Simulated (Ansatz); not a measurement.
# TaN: stress in a strained cell

Aim: deform TaN (equal xx and yy strain of -1 %) and compute stress, forces and field gradients with LAPW, PAW and all-electron datasets made for the crystal.

Program: Ansatz 0.2.0. Level of theory: DFT PBE, scalar-relativistic. These are calculated values, not measurements.

### 1 Starting point

Symmetry: Fm-3m, No. 225, cubic system. The conventional cell has a = 4.358 Å, b = 4.358 Å, c = 4.358 Å, α = 90.00°, β = 90.00°, γ = 90.00°. Ta (site symmetry m-3m) is surrounded by 6 N at 2.18 Å. Around N (site symmetry m-3m) lie 6 Ta at 2.18 Å.

As a file:

```cif
data_structure
_symmetry_space_group_name_H-M 'Fm-3m'
_symmetry_Int_Tables_number 225
_cell_length_a 4.3580
_cell_length_b 4.3580
_cell_length_c 4.3580
_cell_angle_alpha 90.000
_cell_angle_beta 90.000
_cell_angle_gamma 90.000
_cell_volume 82.77
loop_
_atom_site_label
_atom_site_type_symbol
_atom_site_symmetry_multiplicity
_atom_site_Wyckoff_symbol
_atom_site_fract_x
_atom_site_fract_y
_atom_site_fract_z
_atom_site_occupancy
Ta1 Ta 4 b 0.50000 0.00000 0.00000 1
N1 N 4 a 0.00000 0.00000 0.00000 1
```

The file gives the conventional cell by its symmetry; the runs use the cell typed in the input.

Atoms are numbered in the order of the input: Ta1, N2.

### 2 After the deformation

Space group Fm-3m before, I4/mmm after.

### 3 Full-potential LAPW

input.yaml

```yaml
crystal:
  lattice:
    - [0.0, 2.15721, 2.179]
    - [2.15721, 0.0, 2.179]
    - [2.15721, 2.15721, 0.0]
  atoms:
    - { symbol: Ta, position: [0.5, 0.5, 0.5] }
    - { symbol: "N", position: [0.0, 0.0, 0.0] }
kpoints:
  mp_grid: { grid: [9, 9, 9] }
  band_path:
    path:
      - [0.0, 0.0, 0.0]
      - [0.0, 0.5, 0.5]
      - [0.25, 0.75, 0.5]
      - [0.0, 0.5, 0.0]
      - [0.0, 0.0, 0.0]
      - [0.5, 0.5, 0.0]
      - [0.3725125, 0.6274875, 0.0]
      - [-0.3725125, 0.3725125, 0.0]
      - [0.0, 0.0, 0.0]
    npoints: 5
scf:
  occupations: { method: fermi_dirac, width: 0.02 }
hamiltonian:
  xc: pbe
  pseudopotentials: { kind: all_electron, lapw: { basis_error: 0.0005 } }
output:
  forces: true
  stress: true
  eigenvalues: true
```

On the command line:

```
ansatz run input.yaml --threads 1 --pin off --max-ram 3072MiB --backend cpu --events-out ev --progress --plain --runs-dir out
```

### 4 PAW with frozen cores

input.yaml

```yaml
crystal:
  lattice:
    - [0.0, 2.15721, 2.179]
    - [2.15721, 0.0, 2.179]
    - [2.15721, 2.15721, 0.0]
  atoms:
    - { symbol: Ta, position: [0.5, 0.5, 0.5] }
    - { symbol: "N", position: [0.0, 0.0, 0.0] }
kpoints:
  mp_grid: { grid: [9, 9, 9] }
scf:
  occupations: { method: fermi_dirac, width: 0.02 }
hamiltonian:
  xc: pbe
  pseudopotentials: { kind: paw }
output:
  forces: true
  stress: true
  eigenvalues: true
  efg: { contact_densities: true }
```

### 5 Datasets made for this crystal

Edit input.yaml of step 4 so:

```diff
@@ -14,3 +14,3 @@
   xc: pbe
-  pseudopotentials: { kind: paw }
+  pseudopotentials: { kind: all_electron, datasets: crystal }
 output:
```

(Steps that only read results are left out.)

Before running it: what results should come out? Wanted: pressure; largest shear or deviatoric stress.

**Answer**, as computed:

| quantity | value |
| --- | --- |
| pressure | LAPW 22.78, PAW 22.80, crystal datasets 22.78 GPa |
| largest shear or deviatoric stress (LAPW) | 6.06 GPa |

The largest part of the stress beyond the pressure is 6.06 GPa in size, in the zz component; the atoms are carried along and not relaxed. No run of the undeformed cell stands beside it, so the pressure holds what the given cell had before the change. PAW: stress within 0.04 GPa of LAPW. Crystal datasets: stress within 0.01 GPa of LAPW. Spin-orbit coupling is left out, though the cell holds Ta; in elements this heavy it can shift bands and gaps by tenths of an eV.
